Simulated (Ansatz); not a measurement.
The cell is COD entry 9008522, as deposited and not checked against the literature; nothing was relaxed.

Below is the log of a run of Ansatz 0.2.0.

```
Zn: projections on atomic orbitals take those of the free atom 1s2 2s2 2p6 3s2 3p6 3d10 4s2, of charge +0.00 (hamiltonian.pseudopotentials.projection_atoms)
LAPW: plane waves up to 8.986 Å⁻¹, error target 2.5e-4 eV per atom; small_component_spin mean_spin; Zn in spheres of 1.332 Å, 20 of its electrons in bands, Dirac shells []
Engine: ansatz 0.2.0
Pseudopotentials: kind: all_electron
Pseudopotential: Zn, LAPW, valence charge 20, Koelling and Harmon's equation, gaussian nucleus
Functional definition: PBE
  parameter kappa = 0.804
  parameter beta = 0.06672455060314922
  exchange = pbe_x(kappa = kappa, mu = beta*pi^2/3)
  correlation = pbe_c(beta = beta)
Crystal: 2 atoms, lattice volume = 30.421 Å³
Basis set: ecut = 307.6541453300193 eV, 375 PW (Γ), exchange–correlation at level 2
Bands: 24, of which v1, the nominal top of the filled ones, is band 20 counted from 1 (19 counted from 0)
Symmetry: 24 space group operations
Space group: P63/mmc (ITA 194), of the structure as read, at distance tolerance 3.1e-5 Å
k-points: 185 of 2592
Non-local potential: Zn, projectors of the file, none
Initial density: superposition of atomic densities (chi_scale 0.1, normalization cell)
Initial wavefunctions: plane waves of lowest kinetic energy (no species holds an atomic orbital)
Functional: x = pbe(κ = 0.804, μ = 0.2195149727645171), c = pbe(β = 0.06672455060314922)
iter 1 solved again at ethr=1.69e-4 eV; its pass at ethr=1.00e-1 eV (dr2=6.74e-2 eV) is discarded
SCF iter   1: F=—  HF=-97746.263547 eV  |F-HF|=—  |Δ(HF+E_count)|=         —  Δρ=1.94e-2  dr2=6.77e-2  ethr=1.69e-4  ⟨swp⟩=3.0  Hψ=29727  notcnv=0
preconditioner: auto → Kerker (q_TF=auto, 2.856 Å⁻¹)  [metal: Δε(μ)=0.062 eV  Ē_g=12.406 eV  σ=0.030 eV  W_gap=0.42  n_scr=10 (ndim 8)  ℏωp=33.0 eV  f_vac=0.000  D(μ)=0.51/eV (n_scr^D=2)]
SCF iter   2: F=—  HF=-97746.161247 eV  |F-HF|=—  |Δ(HF+E_count)|=   1.02e-1  Δρ=7.75e-3  dr2=1.50e-2  ethr=1.69e-4  ⟨swp⟩=3.0  Hψ=14708  notcnv=0
SCF iter   3: F=—  HF=-97746.047946 eV  |F-HF|=—  |Δ(HF+E_count)|=   1.13e-1  Δρ=8.84e-3  dr2=1.76e-2  ethr=3.75e-5  ⟨swp⟩=3.0  Hψ=14107  notcnv=0
SCF iter   4: F=—  HF=-97746.042860 eV  |F-HF|=—  |Δ(HF+E_count)|=   5.09e-3  Δρ=3.62e-3  dr2=3.67e-3  ethr=3.75e-5  ⟨swp⟩=2.0  Hψ=12860  notcnv=0
iter 5 solved again at ethr=3.01e-7 eV; its pass at ethr=9.18e-6 eV (dr2=1.20e-4 eV) is discarded
SCF iter   5: F=—  HF=-97746.043605 eV  |F-HF|=—  |Δ(HF+E_count)|=   7.45e-4  Δρ=6.48e-4  dr2=1.20e-4  ethr=3.01e-7  ⟨swp⟩=2.0  Hψ=22270  notcnv=0
SCF iter   6: F=—  HF=-97746.043599 eV  |F-HF|=—  |Δ(HF+E_count)|=   5.31e-6  Δρ=1.12e-4  dr2=3.19e-6  ethr=3.00e-7  ⟨swp⟩=2.2  Hψ=12810  notcnv=0
SCF iter   7: F=—  HF=-97746.043598 eV  |F-HF|=—  |Δ(HF+E_count)|=   1.19e-6  Δρ=2.38e-5  dr2=2.08e-7  ethr=7.97e-9  ⟨swp⟩=2.2  Hψ=12817  notcnv=0
SCF iter   8: F=-97746.043598 eV  HF=-97746.043598 eV  |F-HF|=1.18e-8  |Δ(HF+E_count)|=   1.60e-8  Δρ=5.55e-6  dr2=1.04e-8  ethr=5.20e-10  ⟨swp⟩=2.0  Hψ=12781  notcnv=0
SCF 1 converged in 8 iterations: F = -97746.043598 eV  dr2 = 1.04e-8
NSCF: frozen V_eff on 113 k-points
SCF converged after 8 iterations
Free energy (F): -97746.043598 eV
Harris-Foulkes:  -97746.043598 eV  (|F-HF|=1.18e-8)
Internal energy: -97746.042106 eV  (E = F + TS)
E sigma→0 (E₀):  -97746.042852 eV
Entropy (-TS):   -0.001492 eV (-0.746 meV/atom)
Fermi energy:    14.036939 eV
--- Per-component energies (eV) ---
  E_band       = -1087.001193
  E_kinetic    = 99544.455747
  E_xc         = -3900.364056
  E_electrostatic = -193390.133797  (all electrons and nuclei)
  E_smearing   = -0.001492  (= −TS)
  E_closure    = 0.000000  (closes the sum)
  E_atoms      = -97743.829811  (free atoms, spherical and without spin; not in F)
  Σ components = -97746.043598   (vs F -97746.043598, Δ=0.00e0)
  Basis errors (estimates in eV, not in F): energy 6.5e-5 per atom: plane waves 6.0e-5 (3.1e-5 summed), levels above the bands 5.6e-90, relativity 1.5e-8, radial functions 5.1e-6, core shells 4.9e-12; eigenvalues (radial functions only) 5.3e-7; not estimated: angular momenta, meshes, grids; target (lapw.basis_error) 2.5e-4; muffin-tin radii Zn 1.332 Å
--- Forces (eV/Å), atoms counted from 1 ---
  atom   1  Zn     0.00000000     0.00000000     0.00000000
  atom   2  Zn     0.00000000    -0.00000000     0.00000000
  max |Σ_I F_I| component: 0.00e0 eV/Å
--- Stress (GPa, compression-positive) ---
       -0.740926      -0.000000       0.000000
        0.000000      -0.740926       0.000000
        0.000000       0.000000       0.446563
  P = ⅓ Tr σ = -0.3451 GPa (-3.451 kbar)
--- Band table (eV; the first three rows and the last of 185) ---
  k-point 0: bands = ["-112.6776", "-112.6767", "-66.8406", "-66.8285", "-66.8166", "-66.8166", "-66.8152", "-66.8152", "3.4760", "5.2982", "6.0031", "6.2320", "6.2320", "6.2822", "6.2822", "6.6118", "6.6118", "6.8206", "6.8206", "10.2453", "10.8482", "27.4219", "30.9702", "31.2314"]
  k-point 1: bands = ["-112.6776", "-112.6767", "-66.8401", "-66.8289", "-66.8165", "-66.8165", "-66.8152", "-66.8152", "3.5706", "5.2882", "6.0049", "6.2308", "6.2308", "6.2779", "6.2779", "6.6230", "6.6230", "6.8150", "6.8150", "9.0234", "12.2769", "25.8409", "31.3257", "31.3257"]
  k-point 2: bands = ["-112.6775", "-112.6768", "-66.8388", "-66.8302", "-66.8164", "-66.8164", "-66.8154", "-66.8154", "3.8468", "5.2423", "6.0186", "6.2291", "6.2291", "6.2666", "6.2666", "6.6527", "6.6527", "6.7984", "6.7984", "7.7787", "14.1554", "23.3416", "31.6010", "31.6010"]
  k-point 184: bands = ["-112.6742", "-112.6742", "-66.8373", "-66.8373", "-66.8359", "-66.8359", "-66.8298", "-66.8298", "5.9695", "5.9695", "6.0828", "6.0828", "6.2596", "6.2596", "6.4388", "6.4388", "6.8127", "6.8127", "14.8225", "14.8225", "15.6861", "15.6861", "16.0143", "16.0143"]
--- Löwdin populations: 2 sites ---
  site symbol       q [e]
     0     Zn     29.4416
     1     Zn     29.4416
  spilling = 0.018612 (of n_electrons = 60.000000)
```

The cell and starting positions:

```
CELL_PARAMETERS angstrom
2.66480 0.00000 0.00000
-1.33240 2.30778 0.00000
0.00000 0.00000 4.94670
ATOMIC_POSITIONS crystal
Zn 0.33333 0.66667 0.25000
Zn 0.66667 0.33333 0.75000
```

Parts of the input that the log doesn't repeat:

```yaml
  band_path:
    path:
      - [0.0, 0.0, 0.0]
      - [0.5, 0.0, 0.0]
      - [0.3333333333, 0.3333333333, 0.0]
      - [0.0, 0.0, 0.0]
      - [0.0, 0.0, 0.5]
      - [0.5, 0.0, 0.5]
      - [0.3333333333, 0.3333333333, 0.5]
      - [0.0, 0.0, 0.5]
      - [0.5, 0.0, 0.5]
    npoints: 14
output:
  forces: true
  stress: true
  eigenvalues: true
  populations: true
  dos: { projected: true, de: 0.2, e_range: [-14, 8] }
```

(1) Write the input that produced this log.

## Answers

(1) 
```yaml
crystal:
  lattice:
    - [2.6647980532, 0.0, 0.0]
    - [-1.3323990266, 2.30778281, 0.0]
    - [0.0, 0.0, 4.9467]
  atoms:
    - { symbol: Zn, position: [0.3333333333, 0.6666666667, 0.25] }
    - { symbol: Zn, position: [0.6666666667, 0.3333333333, 0.75] }
kpoints:
  mp_grid: { grid: [18, 18, 8] }
  band_path:
    path:
      - [0.0, 0.0, 0.0]
      - [0.5, 0.0, 0.0]
      - [0.3333333333, 0.3333333333, 0.0]
      - [0.0, 0.0, 0.0]
      - [0.0, 0.0, 0.5]
      - [0.5, 0.0, 0.5]
      - [0.3333333333, 0.3333333333, 0.5]
      - [0.0, 0.0, 0.5]
      - [0.5, 0.0, 0.5]
    npoints: 14
scf:
  occupations: { method: fermi_dirac, width: 0.03 }
hamiltonian:
  xc: pbe
  pseudopotentials: { kind: all_electron, lapw: { basis_error: 0.00025 } }
output:
  forces: true
  stress: true
  eigenvalues: true
  populations: true
  dos: { projected: true, de: 0.2, e_range: [-14, 8] }
```
This is the input that was run; digits and keys that the log doesn't show could differ in an equivalent one.
